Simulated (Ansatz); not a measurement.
NaH: levels along high-symmetry lines

```
Na H
1.0
     3.97187    0.00000    0.00000
    -1.98593    3.43974    0.00000
     0.00000    0.00000    4.87405
Na H
2 2
Direct
  0.33333 0.66667 0.93800
  0.66667 0.33333 0.43800
  0.33333 0.66667 0.43800
  0.66667 0.33333 0.93800
```

Atoms are numbered in the order listed.

The conventional cell has a = 3.972 Å, b = 3.972 Å, c = 4.874 Å, α = 90.00°, β = 90.00°, γ = 120.00°. Na (atom 1) is surrounded by 5 H at 2.29 to 2.44 Å. Around H (atom 3) lie 5 Na at 2.29 to 2.44 Å.

The cell was built from the wurtzite type and relaxed in the same program, and has space group P6_3/mmc; it needn't be a known or the stable phase. The relaxation left the symmetry of that type.

All numbers below come from DFT, PBE, all-electron LAPW, scalar-relativistic in Ansatz 0.2.0.

Numerical set-up: a Γ-centred 14×14×8 k mesh, Fermi–Dirac smearing of 0.03 eV, basis error target 1 meV/atom, no spin polarisation.

Points in fractions of the reciprocal vectors of this cell: Γ (0, 0, 0), M (0.5, 0, 0), K (0.333, 0.333, 0), A (0, 0, 0.5), L (0.5, 0, 0.5), H (0.333, 0.333, 0.5). The path joins them by straight lines in the order Γ–M–K–Γ–A–L–H–A–L; legs that retrace an earlier one aren't tabulated. Energies are in eV from the top of the valence band.

Problem. Metal or insulator at this level of theory?

Solution. An insulator or semiconductor: gap 3.35 eV, indirect from the line K (0.333, 0.333, 0)–Γ to K (0.333, 0.333, 0).

Problem. Tabulate bands 7 to 12, counted from the lowest band of the run, along the path.

Solution. 
```csv
k (1/Å),point,band 7,band 8,band 9,band 10,band 11,band 12
0.00,Γ,-22.26,-22.25,-3.28,-0.02,4.85,7.91
0.23,,-22.26,-22.25,-3.11,0.00,5.02,6.98
0.46,,-22.26,-22.26,-2.65,-0.03,5.42,5.54
0.68,,-22.27,-22.26,-1.97,-0.27,4.27,6.41
0.91,M,-22.27,-22.26,-1.48,-0.59,3.87,7.46
1.05,,-22.27,-22.26,-1.43,-0.59,3.81,7.51
1.18,,-22.27,-22.26,-1.31,-0.62,3.64,7.39
1.31,,-22.28,-22.26,-1.13,-0.70,3.44,7.35
1.44,K,-22.28,-22.27,-0.89,-0.89,3.35,7.53
1.70,,-22.27,-22.26,-1.61,-0.38,3.80,6.93
1.97,,-22.26,-22.26,-2.45,-0.06,5.06,5.77
2.23,,-22.26,-22.25,-3.06,0.00,5.08,6.77
2.50,Γ,-22.26,-22.25,-3.28,-0.02,4.85,7.91
2.66,,-22.26,-22.25,-3.19,-0.22,5.06,7.87
2.82,,-22.27,-22.26,-2.93,-0.73,5.58,7.71
2.98,,-22.27,-22.27,-2.52,-1.36,6.23,7.38
3.14,A,-22.28,-22.28,-1.99,-1.99,6.87,6.87
3.37,,-22.27,-22.27,-1.85,-1.85,6.41,6.41
3.60,,-22.26,-22.26,-1.49,-1.49,5.38,5.38
3.82,,-22.26,-22.26,-1.03,-1.03,4.38,4.38
4.05,L,-22.26,-22.26,-0.81,-0.81,3.95,3.95
4.18,,-22.26,-22.26,-0.79,-0.79,4.01,4.01
4.32,,-22.26,-22.26,-0.74,-0.74,4.21,4.21
4.45,,-22.25,-22.25,-0.67,-0.67,4.52,4.52
4.58,H,-22.25,-22.25,-0.64,-0.64,4.81,4.81
4.84,,-22.26,-22.26,-0.84,-0.84,4.54,4.54
5.11,,-22.26,-22.26,-1.34,-1.34,5.18,5.18
5.37,,-22.27,-22.27,-1.81,-1.81,6.28,6.28
5.64,A,-22.28,-22.28,-1.99,-1.99,6.87,6.87
```
